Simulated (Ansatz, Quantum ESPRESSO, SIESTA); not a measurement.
# MoS2: programs and potentials compared

```
CELL_PARAMETERS angstrom
3.18454 0.00000 0.00000
-1.59227 2.75789 0.00000
0.00000 0.00000 21.67053
ATOMIC_POSITIONS crystal
Mo 0.33333 0.66667 0.85116
Mo 0.66667 0.33333 0.14884
S 0.66667 0.33333 0.77963
S 0.33333 0.66667 0.07725
S 0.66667 0.33333 0.92275
S 0.33333 0.66667 0.22037
```

Measurements of this composition are mostly on another form, of space group No. 194.

The cell holds a layer with vacuum beside it, so values per volume hang on the cell's height.

Alike in all runs: task band structure; functional PBEsol; k mesh 10 × 10 × 2; occupations fermi-dirac, width 0.05 eV; no spin polarisation; no spin-orbit coupling. Gaps are the smaller of the mesh's and the band path's.

| program and potentials | plane-wave cutoff (eV) | notes | band gap (eV) | largest force (eV/Å) |
| --- | --- | --- | --- | --- |
| Ansatz, all-electron LAPW, scalar-relativistic | - | - | 1.24 | 0.133 |
| Quantum ESPRESSO, GBRV 1.5 PBEsol | 612 | - | ? | ? |
| SIESTA, files PseudoDojo sr-pbesol-0.4.1-standard, DZP (energy shift 0.003 Ry; two zetas on semicore shells) | - | atomic basis | 1.24 | 0.303 |

Q: Estimate from the other rows what the run with Quantum ESPRESSO, GBRV 1.5 PBEsol gave.

A: Band gap 1.25 eV; largest force 0.150 eV/Å. The other rows, which needn't bracket it: band gap 1.24; largest force 0.133 to 0.303.
